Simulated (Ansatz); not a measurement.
# GaN (P6_3mc) in Ansatz: notebook

One crystal, GaN, is run at these levels: PBE, PBEsol+D3(BJ); tasks: band structure, single point, equation of state.

Program: Ansatz 0.2.0. These are calculated values, not measurements. Logs are shortened: lines on timing, memory, paths and dates and some standing lists are left out, and cuts for length are marked.

**Measured values to compare with.**

“Studying electronic properties in GaN without electrical contacts using γ-γ vs e−-γ Perturbed Angular Correlations”, 2019, pmc:6823545 quotes, for a bulk crystal of GaN: band gap 3.503 ± 0.005 eV (direct).

The runs below are set against these values where they give the same quantity.

## 1. The structure

The structure is hexagonal, space group P6_3mc (No. 186). The conventional cell has a = 3.180 Å, b = 3.180 Å, c = 5.166 Å, α = 90.00°, β = 90.00°, γ = 120.00°. Ga (site symmetry 3m) is surrounded by 4 N at 1.94 to 1.95 Å. N (site symmetry 3m) is surrounded by 4 Ga at 1.94 to 1.95 Å.

## 2. Band structure, PBE

Contents of input.yaml:

```yaml
crystal:
  lattice:
    - [3.18, 0.0, 0.0]
    - [-1.59, 2.753960784, 0.0]
    - [0.0, 0.0, 5.166]
  atoms:
    - { symbol: Ga, position: [0.6666666667, 0.3333333333, 0.5] }
    - { symbol: Ga, position: [0.3333333333, 0.6666666667, 0.0] }
    - { symbol: "N", position: [0.6666666667, 0.3333333333, 0.875] }
    - { symbol: "N", position: [0.3333333333, 0.6666666667, 0.375] }
hamiltonian:
  xc: pbe
  pseudopotentials: { kind: paw }
kpoints:
  mp_grid: { grid: [10, 10, 5] }
  band_path:
    path:
      - [[0.0, 0.0, 0.0], [0.5, 0.0, 0.0], [0.3333333333, 0.3333333333, 0.0], [0.0, 0.0, 0.0], [0.0, 0.0, 0.5], [0.5, 0.0, 0.5], [0.3333333333, 0.3333333333, 0.5], [0.0, 0.0, 0.5]]
      - [[0.5, 0.0, 0.5], [0.5, 0.0, 0.0]]
      - [[0.3333333333, 0.3333333333, 0.0], [0.3333333333, 0.3333333333, 0.5]]
    npoints: 14
scf:
  occupations: { method: fermi_dirac, width: 0.05 }
  n_extra_bands: 10
output:
  forces: true
  stress: true
  eigenvalues: true
  fatbands: true
  write_density: true
  write_potential: true
  elf: true
  volumetric_format: npy
```

Potentials or basis: Ansatz PAW.

The run is started by

```
$ ansatz run input.yaml --threads 2 --pin off --max-ram 5120MiB --backend cpu --events-out ev --progress --plain --runs-dir out
```

The log of the run:

```text
Warning: RAYON_NUM_THREADS=2 ignored (pool sized by the plan → 2); use --threads N
scf.n_extra_bands = 10 over 18 filled bands (N_el = 36.0): the run solves 28 bands
Engine: ansatz 0.2.0, aarch64-unknown-linux-gnu
Pseudopotentials: kind: paw
Pseudopotential: Ga, paw, valence charge 13, recommended cutoff 420 eV (normal), Ga.paw.azcp
Pseudopotential: N, paw, valence charge 5, recommended cutoff 420 eV (normal), N.paw.azcp
Functional definition: PBE
  parameter kappa = 0.804
  parameter beta = 0.06672455060314922
  exchange = pbe_x(kappa = kappa, mu = beta*pi^2/3)
  correlation = pbe_c(beta = beta)
Crystal: 4 atoms, lattice volume = 45.242 Å³
Basis set: ecut = 420 eV, 881 PW (Γ), exchange–correlation on 48×48×72 points (8 copies of the dense FFT grid, shifted against one another)
Bands: 28, of which v1, the nominal top of the filled ones, is band 18 counted from 1 (17 counted from 0)
Symmetry: 12 space group operations
Space group: P63mc (ITA 186), of the structure as read, at distance tolerance 3.6e-5 Å
k-points: 42 of 500 (time reversal used)
Non-local potential: Ga, projectors of the file, l = 0: 2, l = 1: 2, l = 2: 3, l = 3: 1
Non-local potential: N, projectors of the file, l = 0: 2, l = 1: 2, l = 2: 1
PAW form: soft (Blöchl's): semilocal exchange-correlation on the pseudo side does not see the compensation charge
PAW one-centre angular grid: Ga, 590 points (default); XC on 64 Gauss nodes
PAW one-centre angular grid: N, 110 points (default); XC on 64 Gauss nodes
Initial density: superposition of atomic densities (neutral atoms: chi_scale 0, normalization atom), corrected by the library's trained network
Initial wavefunctions: pseudopotential atomic-orbital guess
Functional: x = pbe(κ = 0.804, μ = 0.2195149727645171), c = pbe(β = 0.06672455060314922)
SCF iter   1: F=—  HF=-8335.795597 eV  |F-HF|=—  |Δ(HF+E_count)|=         —  Δρ=8.59e-4  dr2=1.94e-4  ethr=1.77e-3  ⟨swp⟩=5.0  Hψ=4768  notcnv=0  defer=12
preconditioner: auto → Resta (q_TF=auto, 2.626 Å⁻¹)  ε∞=3.7  [insulator: Δε(μ)=1.958 eV  Ē_g=20.120 eV  σ=0.050 eV  W_gap=1.00  n_scr=22 (ndim 8)  ℏωp=33.1 eV  f_vac=0.008  D(μ)=0.00/eV (n_scr^D=0)  ε∞_Penn≈3.7]
SCF iter   2: F=—  HF=-8335.796206 eV  |F-HF|=—  |Δ(HF+E_count)|=   6.09e-4  Δρ=4.55e-4  dr2=4.93e-5  ethr=5.38e-7  ⟨swp⟩=2.1  Hψ=2244  notcnv=0  defer=27
SCF iter   3: F=—  HF=-8335.796322 eV  |F-HF|=—  |Δ(HF+E_count)|=   1.16e-4  Δρ=1.64e-4  dr2=6.13e-6  ethr=1.37e-7  ⟨swp⟩=2.0  Hψ=1829  notcnv=0  defer=27
SCF iter   4: F=—  HF=-8335.796330 eV  |F-HF|=—  |Δ(HF+E_count)|=   7.94e-6  Δρ=5.76e-5  dr2=8.45e-7  ethr=1.70e-8  ⟨swp⟩=2.0  Hψ=1829  notcnv=0  defer=27
iter 5 did not close the SCF: its close was put off for the readings that it lacked (scf_convergence_deferred on its scf_iter line)
SCF iter   5: F=-8335.796332 eV  HF=-8335.796331 eV  |F-HF|=1.69e-7  |Δ(HF+E_count)|=   1.45e-6  Δρ=1.50e-5  dr2=8.16e-8  ethr=2.35e-9  ⟨swp⟩=2.0  Hψ=1540  notcnv=0  defer=27
SCF iter   6: F=-8335.796332 eV  HF=-8335.796332 eV  |F-HF|=9.71e-9  |Δ(HF+E_count)|=   1.83e-7  Δρ=4.36e-6  dr2=6.56e-9  ethr=2.27e-10  ⟨swp⟩=8.2  Hψ=7137  notcnv=0
SCF 1 converged in 6 iterations: F = -8335.796332 eV  dr2 = 6.56e-9
NSCF: frozen V_eff on 129 k-points
SCF converged after 6 iterations
Free energy (F): -8335.796332 eV
Harris-Foulkes:  -8335.796332 eV  (|F-HF|=9.71e-9)
Internal energy: -8335.796332 eV  (E = F + TS)
E sigma→0 (E₀):  -8335.796332 eV
Fermi energy:    10.870393 eV
--- Per-component energies (eV) ---
  E_band       = -5.328520
  E_kinetic    = 495.401732
  E_local      = -3888.974431  (includes V_loc(G=0)·N_el)
  E_nonlocal   = 948.897798
  E_hartree    = 1791.442636
  E_xc         = -257.979848
  E_vxc        = -268.793706  (∫ρ·V_xc dr)
  E_paw        = -4240.757545  (= ΣΔE_a)
  E_vpaw       = -874.745867  (= ΣTr[D̂ρ^β])
  E_aug_tail   = 0.000054  (compensation charges beyond the density's cutoff)
  E_ewald      = -3183.826728
  E_smearing   = -0.000000  (= −TS)
  E_closure    = 0.000000  (closes the sum)
  Σ components = -8335.796332   (vs F -8335.796332, Δ=0.00e0)
--- Forces (eV/Å), atoms counted from 1 ---
  atom   1  Ga     0.00000000    -0.00000000    -0.13701652
  atom   2  Ga     0.00000000     0.00000000    -0.13701652
  atom   3  N      0.00000000    -0.00000000     0.13701258
  atom   4  N      0.00000000     0.00000000     0.13701258
  max |Σ_I F_I| component: 7.87e-6 eV/Å
--- Stress (GPa, compression-positive) ---
        6.577839      -0.000000      -0.000000
        0.000000       6.577839       0.000000
       -0.000000       0.000000       8.729492
  P = ⅓ Tr σ = 7.2951 GPa (72.951 kbar)
--- Band table (eV; the first three rows and the last of 42) ---
  k-point 0: bands = ["-6.2152", "-5.2787", "-3.6527", "-3.6314", "-3.6314", "-3.5673", "-3.5673", "-3.3756", "-3.3756", "-3.2739", "-3.2739", "-2.0133", "2.7083", "8.7901", "8.7901", "9.7924", "9.8519", "9.8519", "11.8163", "14.1548", "19.1049", "19.7819", "19.7819", "20.7054", "21.6220", "21.6220", "24.4574", "25.5014"]
  k-point 1: bands = ["-6.0980", "-5.3256", "-3.6291", "-3.6291", "-3.6194", "-3.5770", "-3.5770", "-3.3623", "-3.3623", "-3.2803", "-3.2803", "-2.4085", "3.4303", "8.7233", "8.8869", "8.8869", "9.7460", "9.7460", "12.6955", "14.2293", "18.8382", "19.8261", "19.8304", "19.8304", "21.2651", "21.2651", "24.8516", "26.0383"]
  k-point 2: bands = ["-5.8039", "-5.4982", "-3.6189", "-3.6189", "-3.5988", "-3.5988", "-3.4659", "-3.3316", "-3.3316", "-3.3004", "-3.3004", "-3.0599", "5.0454", "6.9256", "9.1444", "9.1444", "9.4728", "9.4728", "13.8071", "14.2843", "18.4036", "18.6576", "20.0709", "20.0709", "20.5933", "20.5933", "25.6740", "26.7748"]
  k-point 41: bands = ["-5.1301", "-5.1127", "-3.5389", "-3.5172", "-3.5034", "-3.4518", "-3.3649", "-3.3624", "-3.3256", "-3.3164", "-1.6983", "-1.5757", "3.6401", "3.7702", "5.4373", "6.1817", "8.0379", "8.3347", "16.1734", "16.2086", "17.2010", "17.7093", "18.8477", "19.0391", "22.9209", "23.6244", "24.2570", "24.9939"]
```

Wall time 8.2 s (2 threads of Arm Neoverse V1, shared host); peak memory 0.36 GiB.

What came out:

```yaml
Free_energy: -8335.7963 eV
Pressure: 7.3 GPa
Largest_force: 0.137 eV/Å
Band_gap_on_the_k_mesh: 1.96 eV, direct
Band_gap_along_the_path: 1.96 eV, direct
```

Forces on the atoms (eV/Å):
```
Ga   0.000  0.000 -0.137
Ga   0.000  0.000 -0.137
N    0.000  0.000  0.137
N    0.000  0.000  0.137
```

Stress tensor (GPa, compression positive):
```
6.58 0.00 0.00
0.00 6.58 0.00
0.00 0.00 8.73
```

Levels at the corners of the path, in eV from the valence-band top:
| point | band 16 | band 17 | band 18 | band 19 | band 20 | band 21 |
| --- | --- | --- | --- | --- | --- | --- |
| Γ | -0.06 | 0.00 | 0.00 | 1.96 | 4.30 | 9.25 |
| M | -2.78 | -2.26 | -0.99 | 5.08 | 5.61 | 6.08 |
| K | -3.04 | -3.04 | -2.72 | 5.13 | 7.87 | 7.87 |
| Γ | -0.06 | 0.00 | 0.00 | 1.96 | 4.30 | 9.25 |
| A | -0.54 | -0.54 | -0.54 | 4.29 | 4.29 | 8.55 |
| L | -1.96 | -1.93 | -1.93 | 4.43 | 4.43 | 7.84 |
| H | -4.23 | -1.51 | -1.51 | 6.50 | 6.50 | 7.33 |
| A | -0.54 | -0.54 | -0.54 | 4.29 | 4.29 | 8.55 |
| L | -1.96 | -1.93 | -1.93 | 4.43 | 4.43 | 7.84 |
| M | -2.78 | -2.26 | -0.99 | 5.08 | 5.61 | 6.08 |
| K | -3.04 | -3.04 | -2.72 | 5.13 | 7.87 | 7.87 |
| H | -4.23 | -1.51 | -1.51 | 6.50 | 6.50 | 7.33 |

Caveat: the pressure holds a Pulay correction of +0.5 GPa for the finite cutoff.

## 3. Single point, PBEsol+D3(BJ), 10.63 Å³/atom (volume scaled by 0.94)

Contents of input.yaml:

```yaml
crystal:
  lattice:
    - [3.1150838257, 0.0, 0.0]
    - [-1.5575419129, 2.697741728, 0.0]
    - [0.0, 0.0, 5.0605418376]
  atoms:
    - { symbol: Ga, position: [0.6666666667, 0.3333333333, 0.5] }
    - { symbol: Ga, position: [0.3333333333, 0.6666666667, 0.0] }
    - { symbol: "N", position: [0.6666666667, 0.3333333333, 0.875] }
    - { symbol: "N", position: [0.3333333333, 0.6666666667, 0.375] }
hamiltonian:
  xc: pbesol
  pseudopotentials: { kind: paw }
  dispersion: d3bj
kpoints:
  mp_grid: { grid: [10, 10, 5] }
scf:
  occupations: { method: fermi_dirac, width: 0.05 }
output:
  forces: true
  stress: true
  eigenvalues: true
  write_density: true
  write_potential: true
  elf: true
  volumetric_format: npy
```

Potentials or basis: Ansatz PAW.

The run is started by

```
$ ansatz run input.yaml --threads 2 --pin off --max-ram 5120MiB --backend cpu --events-out ev --progress --plain --runs-dir out
```

It took 2.6 s on 2 threads of Arm Neoverse V1, shared host; peak memory 0.35 GiB.

Results (log left out):

```yaml
Free_energy: -8246.5157 eV
Pressure: 11.1 GPa
Largest_force: 0.151 eV/Å
Band_gap_on_the_k_mesh: 2.32 eV, direct
```

Caveat: odd divisions of the mesh miss points on the zone boundary, where band edges often lie, so the gap on the mesh can be too wide; the pressure holds a Pulay correction of +0.6 GPa for the finite cutoff; the PAW data sets come from PBE, with cores solved anew for the run's functional, which leaves a small shift of forces and pressure.

## 4. Single point, PBEsol+D3(BJ), 10.86 Å³/atom (volume scaled by 0.96)

Changes to input.yaml since step 3:

```diff
@@ -2,5 +2,5 @@
   lattice:
-    - [3.1150838257, 0.0, 0.0]
-    - [-1.5575419129, 2.697741728, 0.0]
-    - [0.0, 0.0, 5.0605418376]
+    - [3.1370217585, 0.0, 0.0]
+    - [-1.5685108793, 2.7167405351, 0.0]
+    - [0.0, 0.0, 5.0961806304]
   atoms:
@@ -22,5 +22 @@
   eigenvalues: true
-  write_density: true
-  write_potential: true
-  elf: true
-  volumetric_format: npy
```

The run is started by

```
$ ansatz run input.yaml --threads 2 --pin off --max-ram 5120MiB --backend cpu --events-out ev --progress --plain --runs-dir out
```

It took 1.9 s on 2 threads of Arm Neoverse V1, shared host; peak memory 0.34 GiB.

Results (log left out):

```yaml
Free_energy: -8246.5641 eV
Pressure: 6.2 GPa
Largest_force: 0.145 eV/Å
Band_gap_on_the_k_mesh: 2.18 eV, direct
```

Caveat: odd divisions of the mesh miss points on the zone boundary, where band edges often lie, so the gap on the mesh can be too wide; the pressure holds a Pulay correction of +0.6 GPa for the finite cutoff; the PAW data sets come from PBE, with cores solved anew for the run's functional, which leaves a small shift of forces and pressure.

## 5. Single point, PBEsol+D3(BJ), 11.08 Å³/atom (volume scaled by 0.98)

Changes to input.yaml since step 4:

```diff
@@ -2,5 +2,5 @@
   lattice:
-    - [3.1370217585, 0.0, 0.0]
-    - [-1.5685108793, 2.7167405351, 0.0]
-    - [0.0, 0.0, 5.0961806304]
+    - [3.158657075, 0.0, 0.0]
+    - [-1.5793285375, 2.7354772688, 0.0]
+    - [0.0, 0.0, 5.1313278144]
   atoms:
```

The run is started by

```
$ ansatz run input.yaml --threads 2 --pin off --max-ram 5120MiB --backend cpu --events-out ev --progress --plain --runs-dir out
```

It took 2 s on 2 threads of Arm Neoverse V1, shared host; peak memory 0.34 GiB.

It converged, with:

```yaml
Free_energy: -8246.5863 eV
Pressure: 1.8 GPa
Largest_force: 0.139 eV/Å
Band_gap_on_the_k_mesh: 2.04 eV, direct
```

Caveat: odd divisions of the mesh miss points on the zone boundary, where band edges often lie, so the gap on the mesh can be too wide; the pressure holds a Pulay correction of +0.5 GPa for the finite cutoff; the PAW data sets come from PBE, with cores solved anew for the run's functional, which leaves a small shift of forces and pressure.

## 6. Single point, PBEsol+D3(BJ), 11.31 Å³/atom

Changes to input.yaml since step 5:

```diff
@@ -2,5 +2,5 @@
   lattice:
-    - [3.158657075, 0.0, 0.0]
-    - [-1.5793285375, 2.7354772688, 0.0]
-    - [0.0, 0.0, 5.1313278144]
+    - [3.18, 0.0, 0.0]
+    - [-1.59, 2.753960784, 0.0]
+    - [0.0, 0.0, 5.166]
   atoms:
```

Potentials or basis: Ansatz PAW.

The run is started by

```
$ ansatz run input.yaml --threads 2 --pin off --max-ram 5120MiB --backend cpu --events-out ev --progress --plain --runs-dir out
```

Run time: 2 s. Hardware: 2 threads of Arm Neoverse V1, shared host; peak memory 0.34 GiB.

Results (log left out):

```
Free energy            : -8246.5850 eV
Pressure               : -2.2 GPa
Largest force          : 0.134 eV/Å
Band gap on the k mesh : 1.91 eV, direct
```

Caveat: odd divisions of the mesh miss points on the zone boundary, where band edges often lie, so the gap on the mesh can be too wide; the pressure holds a Pulay correction of +0.5 GPa for the finite cutoff; the PAW data sets come from PBE, with cores solved anew for the run's functional, which leaves a small shift of forces and pressure.

## 7. Single point, PBEsol+D3(BJ), 11.54 Å³/atom (volume scaled by 1.02)

Changes to input.yaml since step 6:

```diff
@@ -2,5 +2,5 @@
   lattice:
-    - [3.18, 0.0, 0.0]
-    - [-1.59, 2.753960784, 0.0]
-    - [0.0, 0.0, 5.166]
+    - [3.2010602164, 0.0, 0.0]
+    - [-1.6005301082, 2.7721994664, 0.0]
+    - [0.0, 0.0, 5.2002129176]
   atoms:
```

The run is started by

```
$ ansatz run input.yaml --threads 2 --pin off --max-ram 5120MiB --backend cpu --events-out ev --progress --plain --runs-dir out
```

Wall time 2 s (2 threads of Arm Neoverse V1, shared host); peak memory 0.34 GiB.

It converged, with:

- Free energy: -8246.5625 eV
- Pressure: -5.7 GPa
- Largest force: 0.128 eV/Å
- Band gap on the k mesh: 1.78 eV, direct

Caveat: odd divisions of the mesh miss points on the zone boundary, where band edges often lie, so the gap on the mesh can be too wide; the pressure holds a Pulay correction of +0.5 GPa for the finite cutoff; the PAW data sets come from PBE, with cores solved anew for the run's functional, which leaves a small shift of forces and pressure.

## 8. Single point, PBEsol+D3(BJ), 11.76 Å³/atom (volume scaled by 1.04)

Changes to input.yaml since step 7:

```diff
@@ -2,5 +2,5 @@
   lattice:
-    - [3.2010602164, 0.0, 0.0]
-    - [-1.6005301082, 2.7721994664, 0.0]
-    - [0.0, 0.0, 5.2002129176]
+    - [3.2218469041, 0.0, 0.0]
+    - [-1.6109234521, 2.7902012661, 0.0]
+    - [0.0, 0.0, 5.2339814801]
   atoms:
```

The run is started by

```
$ ansatz run input.yaml --threads 2 --pin off --max-ram 5120MiB --backend cpu --events-out ev --progress --plain --runs-dir out
```

Run time: 2 s. Hardware: 2 threads of Arm Neoverse V1, shared host; peak memory 0.34 GiB.

Results (log left out):

* Free energy: -8246.5210 eV
* Pressure: -8.9 GPa
* Largest force: 0.123 eV/Å
* Band gap on the k mesh: 1.65 eV, direct

Caveat: odd divisions of the mesh miss points on the zone boundary, where band edges often lie, so the gap on the mesh can be too wide; the pressure holds a Pulay correction of +0.5 GPa for the finite cutoff; the PAW data sets come from PBE, with cores solved anew for the run's functional, which leaves a small shift of forces and pressure.

## 9. Single point, PBEsol+D3(BJ), 11.99 Å³/atom (volume scaled by 1.06)

Changes to input.yaml since step 8:

```diff
@@ -2,5 +2,5 @@
   lattice:
-    - [3.2218469041, 0.0, 0.0]
-    - [-1.6109234521, 2.7902012661, 0.0]
-    - [0.0, 0.0, 5.2339814801]
+    - [3.2423687753, 0.0, 0.0]
+    - [-1.6211843877, 2.8079737278, 0.0]
+    - [0.0, 0.0, 5.2673198406]
   atoms:
```

Potentials or basis: Ansatz PAW.

The run is started by

```
$ ansatz run input.yaml --threads 2 --pin off --max-ram 5120MiB --backend cpu --events-out ev --progress --plain --runs-dir out
```

It took 2.1 s on 2 threads of Arm Neoverse V1, shared host; peak memory 0.34 GiB.

Results (log left out):

* Free energy: -8246.4627 eV
* Pressure: -11.7 GPa
* Largest force: 0.118 eV/Å
* Band gap on the k mesh: 1.52 eV, direct

Caveat: odd divisions of the mesh miss points on the zone boundary, where band edges often lie, so the gap on the mesh can be too wide; the pressure holds a Pulay correction of +0.5 GPa for the finite cutoff; the PAW data sets come from PBE, with cores solved anew for the run's functional, which leaves a small shift of forces and pressure.

## 10. Equation of state, PBEsol+D3(BJ)

Potentials or basis: Ansatz PAW.

No new run: the results of the series are fitted here.

Results:

```yaml
Equilibrium_volume: 11.18 Å³/atom
Bulk_modulus_at_fixed_shape_and_positions: 196 GPa
Pressure_derivative_of_the_bulk_modulus: 4.4
```

Energy against volume, from the lowest point:
| volume (Å³/atom) | energy (meV/atom) |
| --- | --- |
| 10.632 | 17.64 |
| 10.858 | 5.53 |
| 11.084 | 0.00 |
| 11.310 | 0.32 |
| 11.537 | 5.95 |
| 11.763 | 16.31 |
| 11.989 | 30.89 |

Caveat: the cell was scaled at fixed shape and fractional positions, which overstates the stiffness of a crystal with free parameters, most of all of layers and chains.

## 11. How close it comes

Step 2. A measured gap of GaN is 3.503 eV (direct; quoted in “Studying electronic properties in GaN without electrical contacts using γ-γ vs e−-γ Perturbed Angular Correlations”, 2019, pmc:6823545); the calculated 1.96 eV misses it by -1.54 eV. Spin-orbit coupling on Ga is left out. The value is that of PBE, without temperature or zero-point motion. Semilocal functionals fall short of measured gaps as a rule.
